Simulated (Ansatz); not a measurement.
FeO (Wuestite) in Ansatz: the effect of Hubbard term

FeO (Wuestite):

```xyz
2
Lattice="1.5188 0.8769 2.5196 -1.5188 0.8769 2.5196 0.0000 -1.7538 2.5196" Properties=species:S:1:pos:R:3 pbc="T T T"
Fe    0.0000    0.0000    0.0000
O     0.0000    0.0000    3.7794
```

Alike in all runs:

```yaml
Program: Ansatz 0.2.0
Task: density of states
Functional: PBEsol
Potentials_or_basis: all-electron LAPW, scalar-relativistic
Cutoff: 348 eV (chosen from the basis error)
Basis_error_allowed: 0.001 eV/atom
k_mesh: 11 × 11 × 11
Occupations: fermi-dirac, width 0.05 eV
Spin: collinear spin, ferromagnetic start
Starting_moments: "[3.0, 0.0] μB"
```

```csv
Hubbard term,gap on the mesh (eV),pressure (GPa)
none,none,-9.5
Fe d U = 2 eV,none,-2.5
Fe d U = 4 eV,?,?
Fe d U = 6 eV,1.14,6.0
```

What does the run with Hubbard term Fe d U = 4 eV give?

gap on the mesh 0.90 eV; pressure 2.5 GPa.

Worked out: A straight line through the other rows of the pressure, of slope 2.52 GPa per eV, gives 1.4 GPa, against the run's 2.5.

Caveats: a cell with one magnetic atom can't hold antiferromagnetic order, which such compounds often take; the density of states is complete only up to the lowest level of the last band computed; the magnetic state may not be the lowest (some runs); U is the effective U less J, on atomic orbitals that reach past the spheres (some runs); an odd mesh through Γ misses points on the zone boundary, where band edges often lie (some runs); semilocal functionals often make such compounds metallic where correlation or magnetic order opens a gap, which also shifts bond lengths (some runs).

A gap of «none» marks a metal or a gap under the smearing width.
